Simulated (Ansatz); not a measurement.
BaF$_{2}$:
```
BaF2
1.0
    0.00000     3.09757     3.09757
    3.09757     0.00000     3.09757
    3.09757     3.09757     0.00000
Ba F
1 2
Direct
  0.00000   0.00000   0.00000
  0.25000   0.25000   0.25000
  0.75000   0.75000   0.75000
```

Cartesian axes are those of the cell as given.

Question: Give the high-frequency dielectric tensor and the Born effective charge tensors of the independent atoms from DFPT, the program Ansatz at the r²SCAN level (PAW).

Answer: 
ε∞:
```
2.27  0.00  0.00
0.00  2.27  0.00
0.00  0.00  2.27
```
Z* of atom 1 (Ba), rows: field, columns: displacement, in e:
```
2.58  0.00  0.00
0.00  2.58  0.00
0.00  0.00  2.58
```
Z* of atom 2 (F), rows: field, columns: displacement, in e:
```
-1.29   0.00   0.00
 0.00  -1.29   0.00
 0.00   0.00  -1.29
```

Static charges for comparison (Bader): Ba1 +1.72, F2 -0.86 e. Born charges measure polarisation by displacement and can exceed these by far.

Space group Fm-3m (fluorite). The r²SCAN relaxation kept the symmetry of its start. Spin–orbit coupling is left out wherever it is not named.

Potentials: the earlier of the program's two PAW sets. The files were generated under PBE; for other functionals the program regenerates the frozen cores, and for LDA and PBEsol the local potential too.
